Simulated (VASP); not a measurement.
A calculation with VASP 6.6.1 of As (ASE script, Cartesian positions):

The input run.py:

```python
from ase.calculators.vasp import Vasp
from ase.dft.bandgap import bandgap
from ase.io import read

atoms = read('As.xyz')
calc = Vasp(
    directory='calc',
    xc='rpbe',
    pp='PBE',
    setups='materialsproject',
    prec='Accurate',
    encut=520,
    ediff=1e-06,
    ismear=0,
    sigma=0.05,
    lreal=False,
    lasph=True,
    nelm=60,
    algo='Normal',
    isif=2,
    lwave=False,
    lcharg=False,
    kpts=[10, 10, 10],
    gamma=True,
    nbands=8,
)
atoms.calc = calc

print('energy (eV):', atoms.get_potential_energy())
print('free energy (eV):', atoms.get_potential_energy(force_consistent=True))
print('forces (eV/A):')
print(atoms.get_forces())
print('stress (eV/A^3, Voigt):', atoms.get_stress())
print('Fermi level (eV):', calc.get_fermi_level())
gap, top, bottom = bandgap(calc)
print('band gap (eV):', gap, 'from (spin, k, band)', top, 'to', bottom)
```

The input As.xyz:

```xyz
1
Lattice="2.7036817444 0.0000000000 0.0000000000 0.0000000000 2.7036817444 0.0000000000 0.0000000000 0.0000000000 2.7036817444" Properties=species:S:1:pos:R:3 pbc="T T T"
As     1.3518408722      1.3518408722      1.3518408722
```

Potentials or basis: VASP PAW PBE potentials, release 64 (As).

Command:

```sh
$ python run.py
```

This isn't the form of As at room conditions, which is rhombohedral.

Write the same calculation in another form: native input, structure from a POSCAR.

As run:

File INCAR:

```
SYSTEM = As
  ALGO = Normal
  EDIFF = 1E-6
  ENCUT = 520
  GGA = RP
  ISIF = 2
  ISMEAR = 0
  LASPH = .True.
  LCHARG = .False.
  LREAL = .False.
  LWAVE = .False.
  NBANDS = 8
  NELM = 60
  PREC = Accurate
  SIGMA = 0.05
```

KPOINTS

```
k-points
0
Gamma
  10 10 10
  0 0 0
```

POSCAR

```
As
2.7037
    0.999993247920      0.000000000000      0.000000000000
    0.000000000000      0.999993247920      0.000000000000
    0.000000000000      0.000000000000      0.999993247920
As
1
Direct
    0.5000000000      0.5000000000      0.5000000000
```

Potentials or basis: VASP PAW PBE potentials, release 64 (As).

Launch:

```bash
$ cat potpaw_PBE.64/As/POTCAR > POTCAR
$ mpirun -np 1 vasp_std > vasp.out
```

Both were run:

|  | ASE script, Cartesian positions | native input, structure from a POSCAR |
| --- | --- | --- |
| Pressure | 4.0 GPa | 4.0 GPa |
| Band gap on the k mesh | none (metal or under the smearing width) | none (metal or under the smearing width) |

Keys that steer only the numerical path or the files written may differ.

Caveat: the PAW data sets were made with another functional, which shifts forces and pressure a little.
